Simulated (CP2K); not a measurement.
## CdSe (Cadmoselite): atomic charges with LDA

**The experiment to reproduce.**

A printed reference work, data compilation reports, for a bulk crystal of CdSe at 2 K: band gap 1.841 eV.

CdSe (Cadmoselite):

```
Cd Se
1.0
     4.30000    0.00000    0.00000
    -2.15000    3.72391    0.00000
     0.00000    0.00000    7.02000
Cd Se
2 2
Cartesian
  2.1500 1.2413 3.5100
  0.0000 2.4826 0.0000
  2.1500 1.2413 6.2127
  0.0000 2.4826 2.7027
```

```json
{
  "Program": "CP2K 2026.2",
  "Task": "atomic charges",
  "Functional": "LDA",
  "Potentials or basis": "POTENTIAL_UZH Cd GTH-PBE-q12, Se GTH-PBE-q6; TZVP-MOLOPT-PBE-GTH basis",
  "Density cutoff": "9184 eV",
  "k mesh": "7 × 7 × 4",
  "Occupations": "fermi-dirac, width 0.05 eV",
  "Spin": "no spin polarisation",
  "SCF solver": "diagonalisation with k points",
  "Quickstep method": "GPW",
  "EPS_DEFAULT": "1.0E-9",
  "EPS_SCF": "1.0E-6",
  "MAX_SCF": "100",
  "SCF_GUESS": "ATOMIC",
  "k points reduced by the point group": "yes",
  "Mesh centred on Gamma": "yes",
  "CHOLESKY": "OFF",
  "EPS_EIGVAL": "1.0E-7",
  "MIXING METHOD": "BROYDEN_MIXING",
  "MIXING ALPHA": "0.4",
  "NBUFFER": "8",
  "NGRIDS": "5",
  "Basis sets": "Cd TZVP-MOLOPT-PBE-GTH-q12, Se TZVP-MOLOPT-PBE-GTH-q6",
  "Potentials": "Cd GTH-PBE-q12 of POTENTIAL_UZH, Se GTH-PBE-q6 of POTENTIAL_UZH",
  "ADDED_MOS": "[14]",
  "Hirshfeld SHAPE_FUNCTION": "GAUSSIAN",
  "VORONOI_RADII": "UNITY",
  "REL_CUTOFF (Ry)": "60 Ry",
  "MIXING BETA (1/bohr)": "1.5 1/bohr",
  "CUTOFF of the grids": "675 Ry"
}
```

```yaml
Pressure: 0.1 GPa
Largest_force: 0.302 eV/Å
Band_gap_on_the_k_mesh: 0.42 eV, direct
Mulliken_charges: Cd +0.45; Se -0.45 e
Hirshfeld_charges: Cd -1.15; Se +1.15 e
Voronoi_charges: Cd +0.25; Se -0.25 e
```

Forces on the atoms (eV/Å):
```
Cd   0.000  0.000  0.302
Cd   0.000  0.000  0.302
Se   0.000  0.000 -0.302
Se   0.000  0.000 -0.302
```

Stress tensor (GPa, compression positive):
```
 0.72  0.00  0.00
 0.00  0.72  0.00
 0.00  0.00 -1.26
```

Levels at points of the mesh, in eV from the valence-band top:
| k point | band 15 | band 16 | band 17 | band 18 | band 19 | band 20 | band 21 | band 22 |
| --- | --- | --- | --- | --- | --- | --- | --- | --- |
| (0.00, 0.00, 0.00) | -0.76 | -0.01 | 0.00 | 0.00 | 0.42 | 1.87 | 5.73 | 5.73 |
| (0.00, 0.00, 0.50) | -0.40 | -0.40 | -0.40 | -0.40 | 2.12 | 2.12 | 5.71 | 5.71 |

Run time: 28 s on 1 thread of Arm Neoverse V2 (shared host), peak memory 0.59 GiB.

Against the measured gap of CdSe, 1.841 eV (2 K; a printed reference work, data compilation), the calculated 0.42 eV is off by -1.42 eV. So large a miss can be the level of theory's own, or it may mean another phase, state or a wrong row. Spin-orbit coupling on Cd, Se is left out. The value is that of LDA in an atomic basis (POTENTIAL_UZH Cd GTH-PBE-q12, Se GTH-PBE-q6; TZVP-MOLOPT-PBE-GTH basis), whose error adds to the functional's,, without temperature or zero-point motion. Semilocal functionals fall short of measured gaps as a rule.

Caveat: Hirshfeld charges from Gaussian shapes aren't those from atomic densities; Mulliken charges move with the basis; the potentials were made for another functional, which shifts forces and pressure; the basis of atomic orbitals isn't converged, which shifts pressures, moduli and gaps.
